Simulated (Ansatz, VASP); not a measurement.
Rh: VASP beside Ansatz

```xyz
1
Lattice="0.0000 1.8776 1.8776 1.8776 0.0000 1.8776 1.8776 1.8776 0.0000" Properties=species:S:1:pos:R:3 pbc="T T T"
Rh    0.0000    0.0000    0.0000
```

Alike in both runs: task single point; functional LDA; k mesh 14 × 14 × 14; occupations fermi-dirac, width 0.01 eV; no spin polarisation.

|  | VASP | Ansatz |
| --- | --- | --- |
| version | VASP 6.6.1 | Ansatz 0.2.0 |
| potentials or method | VASP PAW LDA potentials, release 64 (Rh_pv) | plane waves (420 eV) with PAW, scalar-relativistic |
| plane-wave cutoff (eV) | 520 | 420 |
| valence electrons in the cell | 15 | 17 |

Ansatz gave:

- pressure (GPa): -0.4

Question: Which values does VASP return?

Answer: Pressure (GPa): 0.5.

The two sets of potentials don't hold the same shells in valence. Ansatz warned: «pseudo_functional_mismatch».
